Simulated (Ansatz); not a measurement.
input.yaml (Ansatz)

```yaml
crystal:
  lattice:
    - [4.4853946051, 0.0, 0.0]
    - [-2.2426973025, 3.8844656741, 0.0]
    - [0.0, 0.0, 8.6225622311]
  atoms:
    - { symbol: Te, position: [1.0, 1.0, 0.0] }
    - { symbol: Te, position: [1.0, 1.0, 0.5] }
    - { symbol: Te, position: [0.3333333333, 0.6666666667, 0.25] }
    - { symbol: Te, position: [0.6666666667, 0.3333333333, 0.75] }
hamiltonian:
  xc: rpbe
  pseudopotentials:
    kind: paw
    azcp:
      Te: "pseudopotentials/Te.paw.azcp"
basis:
  ecutwfc: 420
  fft_grid_basis: typed
kpoints:
  mp_grid: { grid: [10, 10, 5], shift: [0, 0, 0] }
magnetization:
  spin_polarized: false
scf:
  occupations: { method: fermi_dirac, width: 0.1 }
  lower_state_search: "off"
output:
  stress: true
```

Output

```
Engine: ansatz 0.2.0, aarch64-unknown-linux-gnu
Pseudopotentials: kind: paw
Pseudopotential: Te, paw, valence charge 16, recommended cutoff 420 eV (normal) 
Functional definition: RPBE
  parameter kappa = 0.804
  parameter beta = 0.06672455060314922
  exchange = rpbe_x(kappa = kappa, mu = beta*pi^2/3)
  correlation = pbe_c(beta = beta)
Crystal: 4 atoms, lattice volume = 150.234 Å³
Basis set: ecut = 420 eV, 2951 PW (Γ)
Bands: 37, of which v1, the nominal top of the filled ones, is band 32 counted from 1 (31 counted from 0)
Symmetry: 24 space group operations
Space group: P63/mmc (ITA 194), of the structure as read, at distance tolerance 5.3e-5 Å
k-points: 42 of 500
Non-local potential: Te, projectors of the file, l = 0: 2, l = 1: 2, l = 2: 2, l = 3: 2
PAW form: soft (Blöchl's): semilocal exchange-correlation on the pseudo side does not see the compensation charge
PAW frozen core: Te, regenerated for the run's functional, and the local potential with it (the file was generated under x = pbe(κ = 0.804, μ = 0.2195149727645171), c = pbe(β = 0.06672455060314922))
PAW one-centre angular grid: Te, 590 points (default); XC on 64 Gauss nodes
Initial density: superposition of atomic densities (neutral atoms: chi_scale 0, normalization atom), corrected by the library's trained network
Initial wavefunctions: pseudopotential atomic-orbital guess
Functional: x = rpbe, c = pbe(β = 0.06672455060314922)
SCF iter   1: F=—  HF=-27954.488943 eV  |F-HF|=—  |Δ(HF+E_count)|=         —  Δρ=2.37e-3  dr2=1.62e-2  ethr=1.77e-3  ⟨swp⟩=7.6  Hψ=6181  notcnv=0
SCF iter   2: F=—  HF=-27954.486263 eV  |F-HF|=—  |Δ(HF+E_count)|=   2.68e-3  Δρ=9.18e-4  dr2=1.03e-3  ethr=2.54e-5  ⟨swp⟩=2.0  Hψ=3294  notcnv=0
SCF iter   3: F=—  HF=-27954.485674 eV  |F-HF|=—  |Δ(HF+E_count)|=   5.89e-4  Δρ=2.60e-4  dr2=1.44e-4  ethr=1.60e-6  ⟨swp⟩=2.0  Hψ=2927  notcnv=0
SCF iter   4: F=—  HF=-27954.485654 eV  |F-HF|=—  |Δ(HF+E_count)|=   2.06e-5  Δρ=7.22e-5  dr2=1.12e-5  ethr=2.25e-7  ⟨swp⟩=2.0  Hψ=2501  notcnv=0
SCF iter   5: F=—  HF=-27954.485651 eV  |F-HF|=—  |Δ(HF+E_count)|=   2.44e-6  Δρ=1.46e-5  dr2=4.08e-7  ethr=1.75e-8  ⟨swp⟩=3.0  Hψ=3245  notcnv=0
SCF iter   6: F=-27954.485652 eV  HF=-27954.485652 eV  |F-HF|=1.36e-9  |Δ(HF+E_count)|=   1.61e-8  Δρ=1.63e-6  dr2=7.19e-9  ethr=1.56e-10  ⟨swp⟩=5.0  Hψ=5451  notcnv=0
SCF 1 converged in 6 iterations: F = -27954.485652 eV  dr2 = 7.19e-9
SCF converged after 6 iterations
Free energy (F): -27954.485652 eV
Harris-Foulkes:  -27954.485652 eV  (|F-HF|=1.36e-9)
Internal energy: -27954.385736 eV  (E = F + TS)
E sigma→0 (E₀):  -27954.435694 eV
Entropy (-TS):   -0.099915 eV (-24.979 meV/atom)
Fermi energy:    7.401130 eV
--- Per-component energies (eV) ---
  E_band       = -1137.664669
  E_kinetic    = 711.383967
  E_local      = -5316.768571  (includes V_loc(G=0)·N_el)
  E_nonlocal   = -1246.610651
  E_hartree    = 3318.549987
  E_xc         = -492.503022
  E_vxc        = -408.594104  (∫ρ·V_xc dr)
  E_paw        = -18682.534740  (= ΣΔE_a)
  E_vpaw       = -1514.170659  (= ΣTr[D̂ρ^β])
  E_aug_tail   = -0.000789  (compensation charges beyond the density's cutoff)
  E_ewald      = -6245.745980
  E_core_change = -0.155938  (= ΣΔE_core)
  E_smearing   = -0.099915  (= −TS)
  E_closure    = -0.000000  (closes the sum)
  Σ components = -27954.485652   (vs F -27954.485652, Δ=0.00e0)
--- Stress (GPa, compression-positive) ---
       -3.323194       0.000000       0.000000
        0.000000      -3.323194      -0.000000
        0.000000      -0.000000      -4.455118
  P = ⅓ Tr σ = -3.7005 GPa (-37.005 kbar)
```

Command:

```sh
ansatz run input.yaml --threads 2 --pin off --max-ram 5120MiB --backend cpu --events-out ev --progress --plain --runs-dir out
```

On 2 threads of Arm Neoverse V1 (shared host) this took about 5.7 s of wall time and 11 s of CPU time.
